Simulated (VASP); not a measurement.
# CaSe (Fm-3m) in VASP: a series of runs

Aim: see how the results for CaSe move with the level of theory and the settings. Levels: r2SCAN, PBE. Tasks: single point.

All numbers are computed with VASP 6.6.1; they aren't measurements. Logs are shortened: lines on timing, memory, paths and dates and some standing lists are left out, and cuts for length are marked.

**The experiment to reproduce.**

A printed reference work, monograph, original work of 1988 reports, for a bulk crystal of CaSe at 2 K: band gap 3.85 eV (indirect).

How close the calculation comes is told below.

### Step 1. The cell of the first run

The structure is cubic, space group Fm-3m (No. 225). Conventional cell: a = 6.051 Å, b = 6.051 Å, c = 6.051 Å, α = 90.00°, β = 90.00°, γ = 90.00°. Ca (site symmetry m-3m) has 6 Se at 3.03 Å within 4.0 Å. Within 4.0 Å of Se (site symmetry m-3m) lie 6 Ca at 3.03 Å.

### Step 2. Single point, r2SCAN (volume changed by +6%)

The input, POSCAR:

```
CaSe
1.0
    0.0000000000      3.0257322431      3.0257322431
    3.0257322431      0.0000000000      3.0257322431
    3.0257322431      3.0257322431      0.0000000000
Ca Se
1 1
Direct
    0.0000000000      0.0000000000      0.0000000000
    0.5000000000      0.5000000000      0.5000000000
```

The input, INCAR.step1:

```
SYSTEM = CaSe
PREC = Accurate ; ENCUT = 520
ISMEAR = 0 ; SIGMA = 0.01
LREAL = .FALSE. ; LASPH = .TRUE.
NELM = 100 ; NBANDS = 15
GGA = PE ; ALGO = Normal
EDIFF = 1E-4 ; LWAVE = .TRUE.
LCHARG = .FALSE.
```

The input, INCAR.step2:

```
SYSTEM = CaSe
PREC = Accurate ; ENCUT = 520
EDIFF = 1E-6 ; ISMEAR = 0
SIGMA = 0.01 ; LREAL = .FALSE.
LASPH = .TRUE. ; NELM = 100
ALGO = Normal ; ISIF = 2
LWAVE = .FALSE. ; LCHARG = .FALSE.
METAGGA = R2SCAN ; LMIXTAU = .TRUE.
NBANDS = 15 ; ISTART = 1
```

The input, KPOINTS:

```
Automatic mesh
0
G
  6 6 6
  0 0 0
```

Potentials or basis: VASP PAW PBE potentials, release 64 (Ca_sv, Se).

Command:

```bash
> cat potpaw_PBE.64/Ca_sv/POTCAR potpaw_PBE.64/Se/POTCAR > POTCAR
> cp INCAR.step1 INCAR
> mpirun -np 1 vasp_std > vasp.out
> cp INCAR.step2 INCAR
> mpirun -np 1 vasp_std > vasp.out
```

OUTCAR:

```text
SYSTEM = CaSe
   PREC = Accurate
   ENCUT = 520
   EDIFF = 1E-6
   ISMEAR = 0
   LREAL = .FALSE.
   LASPH = .TRUE.
   NELM = 100
   ISIF = 2
   METAGGA = R2SCAN
   ISTART = 1

 ion  position               nearest neighbor table
   1  0.000  0.000  0.000-
   2  0.500  0.500  0.500-

  LATTYP: Found a face centered cubic cell.
 ALAT       =     6.0514644862

  Lattice vectors:

 A1 = (   0.0000000000,   3.0257322431,   3.0257322431)
 A2 = (   3.0257322431,   0.0000000000,   3.0257322431)
 A3 = (   3.0257322431,   3.0257322431,   0.0000000000)

Analysis of symmetry for initial positions (statically):
=====================================================================
 Subroutine PRICEL returns:
 Original cell was already a primitive cell.

 Routine SETGRP: Setting up the symmetry group for a
 face centered cubic supercell.

 Subroutine GETGRP returns: Found 48 space group operations
[... 9 lines left out ...]

 Routine SETGRP: Setting up the symmetry group for a
 face centered cubic supercell.

 Subroutine GETGRP returns: Found 48 space group operations
[... 11 lines left out ...]
                                     Primitive cell

  volume of cell :      55.4015

  direct lattice vectors                    reciprocal lattice vectors
     0.000000000  3.025732243  3.025732243    -0.165249255  0.165249255  0.165249255
     3.025732243  0.000000000  3.025732243     0.165249255 -0.165249255  0.165249255
     3.025732243  3.025732243  0.000000000     0.165249255  0.165249255 -0.165249255

  length of vectors
     4.279031574  4.279031574  4.279031574     0.286220106  0.286220106  0.286220106

  position of ions in fractional coordinates (direct lattice)
     0.000000000  0.000000000  0.000000000
     0.500000000  0.500000000  0.500000000

  ion indices of the primitive-cell ions
   primitive index   ion index
                 1           1
                 2           2

----------------------------------------------------------------------------------------

 KPOINTS: Automatic mesh

Automatic generation of k-mesh.
 Grid dimensions read from file:
 generate k-points for:    6    6    6

 Generating k-lattice:

  Cartesian coordinates                     Fractional coordinates (reciprocal lattice)
    -0.027541543  0.027541543  0.027541543     0.166666667  0.000000000  0.000000000
     0.027541543 -0.027541543  0.027541543     0.000000000  0.166666667  0.000000000
     0.027541543  0.027541543 -0.027541543     0.000000000  0.000000000  0.166666667

  Length of vectors
     0.047703351  0.047703351  0.047703351

  Shift w.r.t. Gamma in fractional coordinates (k-lattice)
     0.000000000  0.000000000  0.000000000

 Subroutine IBZKPT returns following result:
 ===========================================

 Found     16 irreducible k-points:

 Following reciprocal coordinates:
            Coordinates               Weight
  0.000000  0.000000  0.000000      1.000000
  0.166667  0.000000  0.000000      8.000000
  0.333333  0.000000  0.000000      8.000000
  0.500000  0.000000  0.000000      4.000000
  0.166667  0.166667  0.000000      6.000000
  0.333333  0.166667  0.000000     24.000000
[... 8 lines left out ...]
 -0.333333  0.333333  0.166667     24.000000
 -0.333333  0.500000  0.166667     12.000000
   k-points           NKPTS =     16   k-points in BZ     NKDIM =     16   number of bands    NBANDS=     15
   number of dos      NEDOS =    301   number of ions     NIONS =      2
   total plane-waves  NPLWV =  32768
   dimension x,y,z NGX =    32 NGY =   32 NGZ =   32
   dimension x,y,z NGXF=    64 NGYF=   64 NGZF=   64
   ions per type =               1   1
   NGX,Y,Z   is equivalent  to a cutoff of  12.43, 12.43, 12.43 a.u.
   NGXF,Y,Z  is equivalent  to a cutoff of  24.86, 24.86, 24.86 a.u.
 SYSTEM =  CaSe
   PREC   = accura    normal or accurate (medium, high low for compatibility)
   ISTART =      1    job   : 0-new  1-cont  2-samecut
   ICHARG =      0    charge: 1-file 2-atom 10-const
   ISPIN  =      1    spin polarized calculation?
   LNONCOLLINEAR =      F non collinear calculations
   LSORBIT =      F    spin-orbit coupling
   LASPH  =      T    aspherical Exc in radial PAW
   ENCUT  =  520.0 eV  38.22 Ry    6.18 a.u.   7.96  7.96  7.96*2*pi/ulx,y,z
   NELM   =    100;   NELMIN=  2; NELMDL=  0     # of ELM steps
   EDIFF  = 0.1E-05   stopping-criterion for ELM
   LREAL  =      F    real-space projection
   EDIFFG = 0.1E-04   stopping-criterion for IOM
   NSW    =      0    number of steps for IOM
   IBRION =     -1    ionic relax: 0-MD 1-quasi-New 2-CG
   NFREE  =      0    steps in history (QN), initial steepest desc. (CG)
   ISIF   =      2    stress and relaxation
   ISYM   =      2    0-nonsym 1-usesym 2-fastsym
   POTIM  = 0.5000    time-step for ionic-motion
   TEBEG  =    0.0;   TEEND  =   0.0 temperature during run
   PSTRESS=    0.0 pullay stress
   NELECT =      16.0000    total number of electrons
   NUPDOWN=      -1.0000    fix difference up-down
   EMIN   =  10.00;   EMAX   =-10.00  energy-range for DOS
   EFERMI =   0.00;   METHOD = LEGACY
   ISMEAR =     0;   SIGMA  =   0.01  broadening in eV -4-tet -1-fermi 0-gaus
   EFERMI_NEDOS =   21; number of points for ismear=-14 and -15
   IALGO  =     38    algorithm
   IMIX   =      4    mixing-type and parameters
     AMIX     =   0.40;   BMIX     =  1.00
     AMIX_MAG =   1.60;   BMIX_MAG =  1.00
  volume/ion in A,a.u.               =      27.70       186.93
  Fermi-wavevector in a.u.,A,eV,Ry     =   1.082117  2.044905 15.932120  1.170978
  Thomas-Fermi vector in A             =   2.218151
   LORBIT       =      0    0 simple, 1 ext, 2 COOP (PROOUT), +10 PAW based schemes
   METAGGA = R2SCAN    functional components
   LHFCALC =     F    Hartree Fock is set to
   AEXX    =    0.0000 exact exchange contribution
   IVDW    =     0    specifies the selected vdW correction
   LEPSILON=     F    determine dielectric tensor
   LRPA    =     F    only Hartree local field effects (RPA)
 non-spin polarized calculation
 Gauss-broadening in eV      SIGMA  =   0.01
  energy-cutoff  :      520.00
  volume of cell :       55.40
 maximum number of plane-waves:      1524
   NGX = 15   NGY = 15   NGZ = 15

 number of electron      16.0000003 magnetization

 Free energy of the ion-electron system (eV)
  ---------------------------------------------------
  ext. energy  EPLUGINS =         0.00000000
  ---------------------------------------------------
  free energy    TOTEN  =       -25.95576948 eV

  energy without entropy =      -25.95576948  energy(sigma->0) =      -25.95576948

 E-fermi :   1.8386     XC(G=0):  -9.2778

 val. band max:        1.7311399311   @ k =   0.0000   0.0000   0.0000
 cond. band min:       4.3721942043   @ k =   0.5000   0.5000   0.0000
 fundamental gap:      2.6410542732
 Fermi energy:         1.8385819981

 k-point     1 :       0.0000    0.0000    0.0000
  band No.  band energies     occupation
      1     -39.7897      2.00000
      2     -19.8877      2.00000
      3     -19.8877      2.00000
      4     -19.8877      2.00000
      5     -10.2317      2.00000
      6       1.7311      2.00000
      7       1.7311      2.00000
      8       1.7311      2.00000
      9       5.4825      0.00000
     10       5.9687      0.00000
     11       5.9687      0.00000
     12       5.9687      0.00000
     13       6.5048      0.00000
     14       6.5048      0.00000
     15      12.0842      0.00000

 k-point     2 :       0.1667    0.0000    0.0000
  band No.  band energies     occupation
      1     -39.7886      2.00000
      2     -19.9089      2.00000
      3     -19.8891      2.00000
      4     -19.8891      2.00000
      5     -10.0926      2.00000
      6       0.6705      2.00000
      7       1.4026      2.00000
      8       1.4026      2.00000
      9       5.8678      0.00000
     10       6.3063      0.00000
     11       6.3063      0.00000
     12       6.8800      0.00000
     13       7.1292      0.00000
     14       7.1292      0.00000
     15      11.9539      0.00000

 k-point     3 :       0.3333    0.0000    0.0000
  band No.  band energies     occupation
      1     -39.7863      2.00000
      2     -19.9505      2.00000
      3     -19.8919      2.00000
      4     -19.8919      2.00000
      5      -9.7936      2.00000
      6      -0.7285      2.00000
      7       0.8912      2.00000
      8       0.8912      2.00000
      9       6.1773      0.00000
     10       7.0861      0.00000
     11       7.0861      0.00000
     12       8.1663      0.00000
     13       8.4758      0.00000
     14       8.4758      0.00000
     15      11.5124      0.00000

 k-point     4 :       0.5000    0.0000    0.0000
  band No.  band energies     occupation
      1     -39.7852      2.00000
      2     -19.9710      2.00000
      3     -19.8933      2.00000
      4     -19.8933      2.00000
      5      -9.6312      2.00000
      6      -1.2938      2.00000
      7       0.6796      2.00000
      8       0.6796      2.00000
      9       6.7236      0.00000
     10       7.6230      0.00000
     11       7.6643      0.00000
     12       7.6644      0.00000
     13       9.4835      0.00000
     14       9.4835      0.00000
     15      10.2304      0.00000
[... 163 lines left out ...]
 k-point    14 :       0.5000    0.3333    0.1667
  band No.  band energies     occupation
      1     -39.7849      2.00000
      2     -19.9435      2.00000
      3     -19.9141      2.00000
      4     -19.9006      2.00000
      5      -9.7056      2.00000
      6      -0.6284      2.00000
      7       0.4687      2.00000
      8       0.6673      2.00000
      9       5.8123      0.00000
     10       7.2170      0.00000
     11       7.7019      0.00000
     12       7.8388      0.00000
     13       8.2241      0.00000
     14       9.5751      0.00000
     15      10.2662      0.00000

 k-point    15 :      -0.3333    0.3333    0.1667
  band No.  band energies     occupation
      1     -39.7841      2.00000
      2     -19.9455      2.00000
      3     -19.9207      2.00000
      4     -19.9054      2.00000
      5      -9.6342      2.00000
      6      -0.5939      2.00000
      7       0.0668      2.00000
      8       0.5225      2.00000
      9       6.6400      0.00000
     10       6.7294      0.00000
     11       7.8794      0.00000
     12       7.9998      0.00000
     13       8.0847      0.00000
     14       9.9087      0.00000
     15      10.6132      0.00000

 k-point    16 :      -0.3333    0.5000    0.1667
  band No.  band energies     occupation
      1     -39.7837      2.00000
      2     -19.9387      2.00000
      3     -19.9209      2.00000
      4     -19.9155      2.00000
      5      -9.6532      2.00000
      6      -0.3989      2.00000
      7       0.2797      2.00000
      8       0.3552      2.00000
      9       5.5674      0.00000
     10       7.3584      0.00000
     11       7.5044      0.00000
     12       7.9168      0.00000
     13       8.1532      0.00000
     14       9.0794      0.00000
     15      11.5781      0.00000

------------------------ aborting loop because EDIFF is reached ----------------------------------------

  FORCE on cell =-STRESS in cart. coord.  units (eV):
  Direction    XX          YY          ZZ          XY          YZ          ZX
  --------------------------------------------------------------------------------------
  -------------------------------------------------------------------------------------
  Total       -0.8647857     -0.8647857     -0.8647857     -0.0000000     -0.0000000     -0.0000000
  in kB      -25.0090750    -25.0090750    -25.0090750     -0.0000000     -0.0000000     -0.0000000
  external PRESSURE =     -25.0090750 kB  Pullay stress =       0.0000000 kB

 VOLUME and BASIS-vectors are now :
 -----------------------------------------------------------------------------
  energy-cutoff  :      520.00
  volume of cell :       55.40
      direct lattice vectors                 reciprocal lattice vectors
     0.000000000  3.025732243  3.025732243    -0.165249255  0.165249255  0.165249255
     3.025732243  0.000000000  3.025732243     0.165249255 -0.165249255  0.165249255
     3.025732243  3.025732243  0.000000000     0.165249255  0.165249255 -0.165249255

 POSITION                                       TOTAL-FORCE (eV/Angst)
 -----------------------------------------------------------------------------------
      0.00000      0.00000      0.00000        -0.000000      0.000000      0.000000
      3.02573      3.02573      3.02573         0.000000     -0.000000     -0.000000
 -----------------------------------------------------------------------------------
    total drift:                                0.000000     -0.000000     -0.000000

  FREE ENERGIE OF THE ION-ELECTRON SYSTEM (eV)
  ---------------------------------------------------
  free  energy   TOTEN  =       -25.9557694845 eV

  energy  without entropy=      -25.9557694845  energy(sigma->0) =      -25.95576948
```

Wall time 24 s (1 thread of Intel Xeon 6975P-C (Granite Rapids), shared host); peak memory 0.18 GiB.

Results:

```yaml
Free_energy: -25.9558 eV
Pressure: -2.5 GPa
Band_gap_on_the_k_mesh: 2.64 eV, indirect (least direct gap 3.52 eV)
```

Levels at points of the mesh, in eV from the valence-band top:
```tsv
k point	band 4	band 5	band 6	band 7	band 8	band 9	band 10	band 11	band 12	band 13
(0.00, 0.00, 0.00)	-21.62	-11.96	0.00	0.00	0.00	3.75	4.24	4.24	4.24	4.77
(0.50, 0.00, 0.00)	-21.62	-11.36	-3.02	-1.05	-1.05	4.99	5.89	5.93	5.93	7.75
(0.50, 0.50, 0.00)	-21.64	-11.44	-2.37	-0.88	-0.88	2.64	5.49	5.50	6.38	6.42
```

Caveat: the cell differs from its parent crystal (volume changed by +6%); the PAW data sets were made with another functional, which shifts forces and pressure a little. A k mesh can miss the band edges.

### Step 3. Single point, PBE

This run uses another cell than the first one, of 26.13 Å³/atom, 0.943 times its volume.

The input, INCAR:

```
  PREC = Accurate
  ENCUT = 520
  EDIFF = 1E-7
  ISMEAR = 0
  SIGMA = 0.01
  LREAL = False
  LASPH = True
  NELM = 100
  ALGO = Normal
  ISIF = 2
  LWAVE = False
  LCHARG = False
  GGA = PE
  NBANDS = 15
```

The input, KPOINTS:

```
regular mesh
0
Gamma
  8 8 8
```

The input, POSCAR:

```
CaSe
1.0
    0.0000000000      2.9675305925      2.9675305925
    2.9675305925      0.0000000000      2.9675305925
    2.9675305925      2.9675305925      0.0000000000
Ca Se
1 1
Direct
    0.0000000000      0.0000000000      0.0000000000
    0.5000000000      0.5000000000      0.5000000000
```

Potentials or basis: VASP PAW PBE potentials, release 64 (Ca_sv, Se).

Command:

```bash
> cat potpaw_PBE.64/Ca_sv/POTCAR potpaw_PBE.64/Se/POTCAR > POTCAR
> mpirun -np 1 vasp_std > vasp.out
```

Wall time 9.4 s (1 thread of Intel Xeon 6975P-C (Granite Rapids), shared host); peak memory 0.18 GiB.

It converged, with:

```
Free energy            : -9.4840 eV
Pressure               : 0.7 GPa
Band gap on the k mesh : 2.05 eV, indirect (least direct gap 2.97 eV)
```

Levels at points of the mesh, in eV from the valence-band top:
| k point | band 6 | band 7 | band 8 | band 9 | band 10 | band 11 |
| --- | --- | --- | --- | --- | --- | --- |
| (0.00, 0.00, 0.00) | 0.00 | 0.00 | 0.00 | 3.29 | 3.71 | 3.71 |
| (0.50, 0.00, 0.00) | -3.25 | -1.18 | -1.18 | 4.50 | 5.45 | 5.48 |
| (0.50, 0.50, 0.00) | -2.49 | -0.92 | -0.92 | 2.05 | 5.01 | 5.02 |

### Step 4. How close it comes

Step 3. A measured gap of CaSe is 3.85 eV (indirect; 2 K; a printed reference work, monograph, original work of 1988); the calculated 2.05 eV misses it by -1.80 eV. Spin-orbit coupling on Se is left out. The value is that of PBE on a finite k mesh, which can miss the band edges, without temperature or zero-point motion. Semilocal functionals fall short of measured gaps as a rule.
